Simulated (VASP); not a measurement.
A run of VASP 6.6.1 is set up as follows.

The input POSCAR:

```
Rh
1.0
   -1.5138500000      1.5138500000      1.5138500000
    1.5138500000     -1.5138500000      1.5138500000
    1.5138500000      1.5138500000     -1.5138500000
Rh
1
Direct
    0.0000000000      0.0000000000      0.0000000000
```

File INCAR.step1:

```
PREC = Accurate
ENCUT = 520
EDIFF = 1E-5
ISMEAR = 0
SIGMA = 0.1
LREAL = F
LASPH = T
NELM = 60
ALGO = Normal
ISIF = 2
LWAVE = T
LCHARG = F
GGA = PE
```

File INCAR.step2:

```
PREC = Accurate
ENCUT = 520
EDIFF = 1E-6
ISMEAR = 0
SIGMA = 0.1
LREAL = F
LASPH = T
NELM = 60
ALGO = Normal
ISIF = 2
LWAVE = F
LCHARG = F
GGA = PE
LHFCALC = T
HFSCREEN = 0.2
PRECFOCK = Fast
ISTART = 1
```

The input KPOINTS:

```
regular mesh
0
Gamma
  10 10 10
```

Potentials or basis: VASP PAW PBE potentials, release 64 (Rh_pv).

The run is started by

```console
$ cat potpaw_PBE.64/Rh_pv/POTCAR > POTCAR
$ cp INCAR.step1 INCAR
$ mpirun -np 1 vasp_std > vasp.out
$ cp INCAR.step2 INCAR
$ mpirun -np 1 vasp_std > vasp.out
```

Estimate the band gap on the k mesh.

none (metal or under the smearing width).

What does it give for the pressure?

0.7 GPa.

Caveat: the PAW data sets were made with another functional, which shifts forces and pressure a little.
